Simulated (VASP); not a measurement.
# Ge (Fd-3m) in VASP: notebook, part 2 of 2

VASP 6.6.1. Earlier steps stand in the parts before.

## 3. Band structure, rev-vdW-DF2

This run uses another cell than the first one, of 23.44 Å³/atom, 0.955 times its volume.

File INCAR:

```
SYSTEM = Ge
PREC = Accurate ; ENCUT = 520
EDIFF = 1E-6 ; ISMEAR = 0
SIGMA = 0.03 ; LREAL = .False.
LASPH = .True. ; NELM = 80
ALGO = Fast ; ISIF = 2
LWAVE = .False. ; LCHARG = .False.
GGA = MK ; LUSE_VDW = .True.
AGGAC = 0.0 ; PARAM1 = 0.1234
PARAM2 = 0.711357 ; ZAB_VDW = -1.8867
NBANDS = 21 ; ICORELEVEL = 1
```

File KPOINTS:

```
Automatic mesh
0
Gamma
  10 10 10
  0 0 0
```

File POSCAR:

```
Ge                                      
1.0
    0.0000000000      2.8620785048      2.8620785048
    2.8620785048      0.0000000000      2.8620785048
    2.8620785048      2.8620785048      0.0000000000
  Ge            
     2
Direct
     0.0000000000000000    0.0000000000000000    0.0000000000000000
     0.2500000000000000    0.2500000000000000    0.2500000000000000
```

File KPOINTS_OPT:

```
explicit points
159
Reciprocal
 0.0000000000  0.0000000000  0.0000000000 1
 0.0357142857  0.0000000000  0.0357142857 1
 0.0714285714  0.0000000000  0.0714285714 1
 0.1071428571  0.0000000000  0.1071428571 1
 0.1428571429  0.0000000000  0.1428571429 1
 0.1785714286  0.0000000000  0.1785714286 1
[... 151 lines left out ...]
 0.4250000000  0.0000000000  0.4250000000 1
 0.4500000000  0.0000000000  0.4500000000 1
```

Potentials or basis: VASP PAW PBE potentials, release 64 (Ge_d).

Run with:

```sh
$ cat potpaw_PBE.64/Ge_d/POTCAR > POTCAR
$ mpirun -np 1 vasp_std > vasp.out
```

OUTCAR:

```text
SYSTEM = Ge
   PREC = Accurate
   ENCUT = 520
   EDIFF = 1E-6
   ISMEAR = 0
   LREAL = .False.
   LASPH = .True.
   NELM = 80
   ISIF = 2
   GGA = MK

 ion  position               nearest neighbor table
   1  0.000  0.000  0.000-   2 2.48   2 2.48   2 2.48   2 2.48
   2  0.250  0.250  0.250-   1 2.48   1 2.48   1 2.48   1 2.48

  LATTYP: Found a face centered cubic cell.
 ALAT       =     5.7241570096

  Lattice vectors:

 A1 = (   0.0000000000,   2.8620785048,   2.8620785048)
 A2 = (   2.8620785048,   0.0000000000,   2.8620785048)
 A3 = (   2.8620785048,   2.8620785048,   0.0000000000)

Analysis of symmetry for initial positions (statically):
=====================================================================
 Subroutine PRICEL returns:
 Original cell was already a primitive cell.

 Routine SETGRP: Setting up the symmetry group for a
 face centered cubic supercell.

 Subroutine GETGRP returns: Found 48 space group operations
 (whereof 24 operations were pure point group operations)
 out of a pool of 48 trial point group operations.

The static configuration has the point symmetry T_d .
 The point group associated with its full space group is O_h .

Analysis of symmetry for dynamics (positions and initial velocities):
=====================================================================
 Subroutine PRICEL returns:
 Original cell was already a primitive cell.

 Routine SETGRP: Setting up the symmetry group for a
 face centered cubic supercell.

 Subroutine GETGRP returns: Found 48 space group operations
 (whereof 24 operations were pure point group operations)
 out of a pool of 48 trial point group operations.

The dynamic configuration has the point symmetry T_d .
 The point group associated with its full space group is O_h .

 Subroutine INISYM returns: Found 48 space group operations
 (whereof 24 operations are pure point group operations),
 and found     1 'primitive' translations

----------------------------------------------------------------------------------------

                                     Primitive cell

  volume of cell :      46.8894

  direct lattice vectors                    reciprocal lattice vectors
     0.000000000  2.862078505  2.862078505    -0.174698213  0.174698213  0.174698213
     2.862078505  0.000000000  2.862078505     0.174698213 -0.174698213  0.174698213
     2.862078505  2.862078505  0.000000000     0.174698213  0.174698213 -0.174698213

  length of vectors
     4.047590238  4.047590238  4.047590238     0.302586181  0.302586181  0.302586181

  position of ions in fractional coordinates (direct lattice)
     0.000000000  0.000000000  0.000000000
     0.250000000  0.250000000  0.250000000

  ion indices of the primitive-cell ions
   primitive index   ion index
                 1           1
                 2           2

----------------------------------------------------------------------------------------

 KPOINTS: Automatic mesh

Automatic generation of k-mesh.
 Grid dimensions read from file:
 generate k-points for:   10   10   10

 Generating k-lattice:

  Cartesian coordinates                     Fractional coordinates (reciprocal lattice)
    -0.017469821  0.017469821  0.017469821     0.100000000  0.000000000  0.000000000
     0.017469821 -0.017469821  0.017469821     0.000000000  0.100000000  0.000000000
     0.017469821  0.017469821 -0.017469821     0.000000000  0.000000000  0.100000000

  Length of vectors
     0.030258618  0.030258618  0.030258618

  Shift w.r.t. Gamma in fractional coordinates (k-lattice)
     0.000000000  0.000000000  0.000000000

 Subroutine IBZKPT returns following result:
 ===========================================

 Found     47 irreducible k-points:

 Following reciprocal coordinates:
            Coordinates               Weight
  0.000000  0.000000  0.000000      1.000000
  0.100000  0.000000  0.000000      8.000000
  0.200000  0.000000  0.000000      8.000000
  0.300000  0.000000  0.000000      8.000000
  0.400000  0.000000  0.000000      8.000000
  0.500000  0.000000  0.000000      4.000000
[... 16 lines left out ...]
  0.300000  0.300000  0.000000      6.000000
  0.400000  0.300000  0.000000     24.000000
 [... further k-points ...]
   k-points           NKPTS =     47   k-points in BZ     NKDIM =     47   number of bands    NBANDS=     21
   number of dos      NEDOS =    301   number of ions     NIONS =      2
   total plane-waves  NPLWV =  27000
   dimension x,y,z NGX =    30 NGY =   30 NGZ =   30
   dimension x,y,z NGXF=    60 NGYF=   60 NGZF=   60
   ions per type =               2
   NGX,Y,Z   is equivalent  to a cutoff of  12.32, 12.32, 12.32 a.u.
   NGXF,Y,Z  is equivalent  to a cutoff of  24.64, 24.64, 24.64 a.u.
 SYSTEM =  Ge
   PREC   = accura    normal or accurate (medium, high low for compatibility)
   ISTART =      0    job   : 0-new  1-cont  2-samecut
   ICHARG =      2    charge: 1-file 2-atom 10-const
   ISPIN  =      1    spin polarized calculation?
   LNONCOLLINEAR =      F non collinear calculations
   LSORBIT =      F    spin-orbit coupling
   LASPH  =      T    aspherical Exc in radial PAW
   ENCUT  =  520.0 eV  38.22 Ry    6.18 a.u.   7.53  7.53  7.53*2*pi/ulx,y,z
   NELM   =     80;   NELMIN=  2; NELMDL= -5     # of ELM steps
   EDIFF  = 0.1E-05   stopping-criterion for ELM
   LREAL  =      F    real-space projection
   EDIFFG = 0.1E-04   stopping-criterion for IOM
   NSW    =      0    number of steps for IOM
   IBRION =     -1    ionic relax: 0-MD 1-quasi-New 2-CG
   NFREE  =      0    steps in history (QN), initial steepest desc. (CG)
   ISIF   =      2    stress and relaxation
   ISYM   =      2    0-nonsym 1-usesym 2-fastsym
   POTIM  = 0.5000    time-step for ionic-motion
   TEBEG  =    0.0;   TEEND  =   0.0 temperature during run
   PSTRESS=    0.0 pullay stress
   NELECT =      28.0000    total number of electrons
   NUPDOWN=      -1.0000    fix difference up-down
   EMIN   =  10.00;   EMAX   =-10.00  energy-range for DOS
   EFERMI =   0.00;   METHOD = LEGACY
   ISMEAR =     0;   SIGMA  =   0.03  broadening in eV -4-tet -1-fermi 0-gaus
   EFERMI_NEDOS =   21; number of points for ismear=-14 and -15
   IALGO  =     68    algorithm
   IMIX   =      4    mixing-type and parameters
     AMIX     =   0.40;   BMIX     =  1.00
     AMIX_MAG =   1.60;   BMIX_MAG =  1.00
  volume/ion in A,a.u.               =      23.44       158.21
  Fermi-wavevector in a.u.,A,eV,Ry     =   1.378593  2.605162 25.858114  1.900518
  Thomas-Fermi vector in A             =   2.503640
   LORBIT       =      0    0 simple, 1 ext, 2 COOP (PROOUT), +10 PAW based schemes
   GGA     = MK    functional components
   LHFCALC =     F    Hartree Fock is set to
   AEXX    =    0.0000 exact exchange contribution
   IVDW_NL    =     1    kernel type
   BPARAM     = 6.3000
   IVDW    =     0    specifies the selected vdW correction
   LEPSILON=     F    determine dielectric tensor
   LRPA    =     F    only Hartree local field effects (RPA)
 non-spin polarized calculation
 RMM-DIIS sequential band-by-band and
 Gauss-broadening in eV      SIGMA  =   0.03
  energy-cutoff  :      520.00
  volume of cell :       46.89
 maximum number of plane-waves:      1295
   NGX = 15   NGY = 15   NGZ = 15

 number of electron      27.9999993 magnetization

 Free energy of the ion-electron system (eV)
  ---------------------------------------------------
  ext. energy  EPLUGINS =         0.00000000
  ---------------------------------------------------
  free energy    TOTEN  =        -3.11249824 eV

  energy without entropy =       -3.11240711  energy(sigma->0) =       -3.11245268

 the core state eigenenergies are
   1-  1s -10950.0946  2s  -1361.9246  2p  -1188.7853  3s   -158.8410  3p   -105.9710

   2-  1s -10950.0946  2s  -1361.9246  2p  -1188.7853  3s   -158.8410  3p   -105.9710

 E-fermi :   4.5482     XC(G=0):  -9.8595

 val. band max:        4.3307486128   @ k =   0.1000   0.0000   0.0000
 cond. band min:       4.5503600838   @ k =   0.0000   0.0000   0.0000
 fundamental gap:      0.2196114710
 Fermi energy:         4.5481555199

 k-point     1 :       0.0000    0.0000    0.0000
  band No.  band energies     occupation
      1     -20.2673      2.00000
      2     -20.2673      2.00000
      3     -20.2673      2.00000
      4     -20.2331      2.00000
      5     -20.2331      2.00000
      6     -20.0414      2.00000
[... 13 lines left out ...]
     20      13.9984      0.00000
     21      13.9984      0.00000
[... 529 lines left out ...]
 k-point    24 :       0.4000    0.3000    0.0000
  band No.  band energies     occupation
      1     -20.2980      2.00000
      2     -20.2930      2.00000
      3     -20.2517      2.00000
      4     -20.1761      2.00000
      5     -20.1572      2.00000
      6     -20.1365      2.00000
[... 13 lines left out ...]
     20      15.9325      0.00000
     21      16.1973      0.00000

 [... further k-points ...]
[... 5 lines left out ...]
  --------------------------------------------------------------------------------------
  -------------------------------------------------------------------------------------
  Total        0.0083326      0.0083326      0.0083326      0.0000000      0.0000000     -0.0000000
  in kB        0.2847174      0.2847174      0.2847174      0.0000000      0.0000000     -0.0000000
  external PRESSURE =       0.2847174 kB  Pullay stress =       0.0000000 kB

 VOLUME and BASIS-vectors are now :
 -----------------------------------------------------------------------------
  energy-cutoff  :      520.00
  volume of cell :       46.89
      direct lattice vectors                 reciprocal lattice vectors
     0.000000000  2.862078505  2.862078505    -0.174698213  0.174698213  0.174698213
     2.862078505  0.000000000  2.862078505     0.174698213 -0.174698213  0.174698213
     2.862078505  2.862078505  0.000000000     0.174698213  0.174698213 -0.174698213

 POSITION                                       TOTAL-FORCE (eV/Angst)
 -----------------------------------------------------------------------------------
      0.00000      0.00000      0.00000        -0.000000     -0.000000     -0.000000
      1.43104      1.43104      1.43104         0.000000      0.000000      0.000000
 -----------------------------------------------------------------------------------
    total drift:                                0.000000      0.000000      0.000000

  FREE ENERGIE OF THE ION-ELECTRON SYSTEM (eV)
  ---------------------------------------------------
  free  energy   TOTEN  =        -3.1124982384 eV

  energy  without entropy=       -3.1124071137  energy(sigma->0) =       -3.11245268

Total vdW correction in eV:      4.9371790
```

Wall time 81 s (1 thread of AMD EPYC 9R45 (Zen 5), shared host); peak memory 0.36 GiB.

What came out:

```yaml
Free_energy: -3.1125 eV
Pressure: 0.0 GPa
Band_gap_along_the_path: none (metal or under the smearing width)
```

Levels at the corners of the path, in eV from the Fermi level:
```csv
point,band 11,band 12,band 13,band 14,band 15,band 16,band 17,band 18
Γ,-12.53,-0.40,0.00,0.00,0.00,2.52,2.52,2.52
X,-8.79,-8.79,-2.95,-2.95,0.78,0.78,9.16,9.16
X,-8.79,-8.79,-2.95,-2.95,0.78,0.78,9.16,9.16
W,-8.70,-8.70,-3.73,-3.73,4.14,4.14,4.69,4.69
W,-8.70,-8.70,-3.73,-3.73,4.14,4.14,4.69,4.69
K,-9.25,-8.21,-4.15,-2.53,1.16,3.99,6.95,7.18
K,-9.25,-8.21,-4.15,-2.53,1.16,3.99,6.95,7.18
Γ,-12.53,-0.40,0.00,0.00,0.00,2.52,2.52,2.52
Γ,-12.53,-0.40,0.00,0.00,0.00,2.52,2.52,2.52
L,-10.53,-7.46,-1.35,-1.35,0.02,3.72,3.72,7.08
L,-10.53,-7.46,-1.35,-1.35,0.02,3.72,3.72,7.08
U,-9.25,-8.21,-4.15,-2.53,1.16,3.99,6.95,7.18
U,-9.25,-8.21,-4.15,-2.53,1.16,3.99,6.95,7.18
W,-8.70,-8.70,-3.73,-3.73,4.14,4.14,4.69,4.69
W,-8.70,-8.70,-3.73,-3.73,4.14,4.14,4.69,4.69
L,-10.53,-7.46,-1.35,-1.35,0.02,3.72,3.72,7.08
L,-10.53,-7.46,-1.35,-1.35,0.02,3.72,3.72,7.08
K,-9.25,-8.21,-4.15,-2.53,1.16,3.99,6.95,7.18
U,-9.25,-8.21,-4.15,-2.53,1.16,3.99,6.95,7.18
X,-8.79,-8.79,-2.95,-2.95,0.78,0.78,9.16,9.16
```

Core levels (eV, on the scale of the bands):
| atom | levels |
| --- | --- |
| 1 Ge | 1s -10950.1, 2s -1361.9, 2p -1188.8, 3s -158.8, 3p -106.0 |
| 2 Ge | 1s -10950.1, 2s -1361.9, 2p -1188.8, 3s -158.8, 3p -106.0 |

Caveat: the PAW data sets were made with another functional, which shifts forces and pressure a little; this crystal is a semiconductor, whose small gap the functional closes, so the metal is an error of the method.

## 4. How close it comes

Step 2. Measured gap of Ge: 0.744 eV (indirect; 0 K; “Temperature-dependent photoluminescence in Ge: experiment and theory”, 2020, arxiv:2003.00143). This calculation gives 0.00 eV (-0.74 eV). 3 values of this kind are on record (0.666 to 0.807 eV); this one was drawn at random among those near their median. Spin-orbit coupling on Ge is left out. The value is that of RPBE, without temperature or zero-point motion. Semilocal functionals fall short of measured gaps as a rule.

Step 3. Measured gap of Ge: 0.666 eV (indirect; 293 K; “Electronic and optical properties of SixGe1-x-ySny alloys lattice-matched to Ge”, 2021, arxiv:2109.02782). This calculation gives 0.00 eV (-0.67 eV). 3 values of this kind are on record (0.666 to 0.807 eV); this one was drawn at random among those near their median. Spin-orbit coupling on Ge is left out. The value is that of rev-vdW-DF2, without temperature or zero-point motion.
